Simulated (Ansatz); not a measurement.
The system is Cr.

```xyz
1
Lattice="-1.4844 1.4844 1.4844 1.4844 -1.4844 1.4844 1.4844 1.4844 -1.4844" Properties=species:S:1:pos:R:3 pbc="T T T"
Cr    0.0000    0.0000    0.0000
```

Below is the output of Ansatz 0.2.0 for this cell. Logs are shortened: lines on timing, memory, paths and dates and some standing lists are left out, and cuts for length are marked.

```text
Warning: RAYON_NUM_THREADS=2 ignored (pool sized by the plan → 2); use --threads N
LAPW: plane waves up to 8.593 Å⁻¹, error target 1.0e-3 eV per atom; small_component_spin mean_spin; Cr in spheres of 1.286 Å, 14 of its electrons in bands, Dirac shells [] (how accurate: hamiltonian.pseudopotentials.lapw.basis_error, Limitations)
Engine: ansatz 0.2.0, x86_64-unknown-linux-gnu
Pseudopotentials: kind: all_electron
Pseudopotential: Cr, LAPW, valence charge 14, lapw/all_electron/scalar/gaussian/Cr, Koelling and Harmon's equation, gaussian nucleus
Functional definition: PBEsol
  exchange = pbesol_x
  correlation = pbesol_c
Crystal: 1 atoms, lattice volume = 13.084 Å³
Basis set: ecut = 281.3378490138858 eV, 141 PW (Γ), exchange–correlation at level 2
Bands: 13, of which v1, the nominal top of the filled ones, is band 7 counted from 1 (6 counted from 0)
Symmetry: 48 space group operations
Space group: Im-3m (ITA 229), of the structure as read, at distance tolerance 2.4e-5 Å
Magnetic group: BNS 229.140 (UNI 1642), of the structure as read, at distance tolerance 2.4e-5 Å
k-points: 72 of 1728
Non-local potential: Cr, projectors of the file, none
Initial density: superposition of atomic densities (chi_scale 0.1, normalization cell)
Starting moments: Σ|m| = 3 μB on 1 of 1 site
Initial wavefunctions: plane waves of lowest kinetic energy (no species holds an atomic orbital)
Functional: x = pbesol(κ = 0.804, μ = 0.12345679012345678), c = pbesol(β = 0.046)
iter 1 solved again at ethr=1.63e-3 eV; its pass at ethr=1.00e-1 eV (dr2=2.28e-1 eV) is discarded
SCF iter   1: F=—  HF=-28567.228099 eV  |F-HF|=—  |Δ(HF+E_count)|=         —  Δρ=1.31e-1 (↑1.31e-1 ↓1.07e-1)  dr2=2.29e-1  dr2_m=1.62e0  M=0.269 μB ∫|m|=0.270 μB  β_m=0.30  ethr=1.63e-3  ⟨swp⟩=2.1  Hψ=12353  notcnv=0
Mixer restart at iter 1: flushing history
[... 14 lines left out ...]
NSCF: frozen V_eff on 51 k-points
SCF converged after 10 iterations
Magnetization: 0.0000 μB (7.0000 up, 7.0000 down)
Absolute magnetization: 0.0000 μB (∫|ρ↑−ρ↓|)
Spin contamination: 0.0000 ħ² per cell (⟨S²⟩ above its minimum at these occupations)
Per-site moments (μB) at R_I (Å): [(-6.106306571496134e-8, 1.2855711122847113)]
Free energy (F): -28567.039792 eV
Harris-Foulkes:  -28567.039792 eV  (|F-HF|=3.64e-12)
Internal energy: -28567.033481 eV  (E = F + TS)
E sigma→0 (E₀):  -28567.036636 eV
Entropy (-TS):   -0.006311 eV (-6.311 meV/atom)
Fermi energy:    17.059341 eV
--- Per-component energies (eV) ---
  E_band       = -174.297781
  E_kinetic    = 28888.440940
  E_xc         = -1296.990159
  E_electrostatic = -56158.484262  (all electrons and nuclei)
  E_smearing   = -0.006311  (= −TS)
  E_closure    = 0.000000  (closes the sum)
  E_atoms      = -28556.990232  (free atoms, spherical and without spin; not in F)
  Σ components = -28567.039792   (vs F -28567.039792, Δ=0.00e0)
  Basis errors (estimates in eV, not in F): energy 2.2e-4 per atom: plane waves 1.8e-4 (9.4e-5 summed), levels above the bands 8.9e-139, relativity 4.6e-9, radial functions 3.8e-5, core shells 2.9e-8; eigenvalues (radial functions only) 1.9e-6; not estimated: angular momenta, meshes, grids; target (lapw.basis_error) 1.0e-3; muffin-tin radii Cr 1.286 Å
--- Forces (eV/Å), atoms counted from 1 ---
  atom   1  Cr    -0.00000000     0.00000000     0.00000000
  max |Σ_I F_I| component: 8.87e-31 eV/Å
--- Stress (GPa, compression-positive) ---
      -32.282572       0.000000       0.000000
        0.000000     -32.282572      -0.000000
        0.000000      -0.000000     -32.282572
  P = ⅓ Tr σ = -32.2826 GPa (-322.826 kbar)
--- Band table (eV; the first three rows and the last of 144) ---
  k-point 0 ↑: bands = ["-54.5135", "-25.5675", "-25.5675", "-25.5675", "9.6544", "16.3531", "16.3531", "16.3531", "18.0795", "18.0795", "38.3867", "38.3867", "38.3867"]
  k-point 1 ↑: bands = ["-54.5050", "-25.6108", "-25.5813", "-25.5677", "9.9267", "16.2556", "16.3343", "16.5280", "17.9777", "18.0869", "37.4906", "38.2139", "38.4877"]
  k-point 2 ↑: bands = ["-54.4816", "-25.7280", "-25.6187", "-25.5681", "10.6983", "15.9972", "16.2254", "17.0264", "17.8132", "18.1144", "35.2653", "37.3534", "38.7308"]
  k-point 71 ↓: bands = ["-54.2937", "-26.0060", "-26.0060", "-26.0060", "13.4582", "13.4582", "19.2068", "19.2068", "19.2068", "26.5720", "26.5720", "26.5720", "32.7527"]
```

Task: What input gives this log?

Result: Band structure with PBEsol, collinear spin, ferromagnetic start. The files as run (others can give the same):

input.yaml
```yaml
crystal:
  lattice:
    - [-1.4844496776, 1.4844496776, 1.4844496776]
    - [1.4844496776, -1.4844496776, 1.4844496776]
    - [1.4844496776, 1.4844496776, -1.4844496776]
  atoms:
    - { symbol: Cr, position: [0.0, 0.0, 0.0], spin: 3.0 }
kpoints:
  mp_grid: { grid: [12, 12, 12] }
  band_path:
    path:
      - [0.0, 0.0, 0.0]
      - [0.5, -0.5, 0.5]
      - [0.0, 0.0, 0.5]
      - [0.0, 0.0, 0.0]
      - [0.25, 0.25, 0.25]
      - [0.5, -0.5, 0.5]
    npoints: 10
scf:
  occupations: { method: fermi_dirac, width: 0.05 }
hamiltonian:
  xc: pbesol
  pseudopotentials: { kind: all_electron, lapw: { basis_error: 0.001 } }
magnetization:
  spin_polarized: true
output:
  forces: true
  stress: true
  eigenvalues: true
```

Potentials or basis: all-electron LAPW, scalar-relativistic.
Launch:
```console
$ ansatz run input.yaml --threads 2 --pin off --max-ram 6144MiB --backend cpu --events-out ev --progress --plain --runs-dir out
```

Caveat: the starting moments collapsed, and a magnetic state may lie lower; a pressure of tens of GPa on the cell as given is suspect, and the run, the potentials or the cell itself is likely at fault; the starting moments weren't kept.
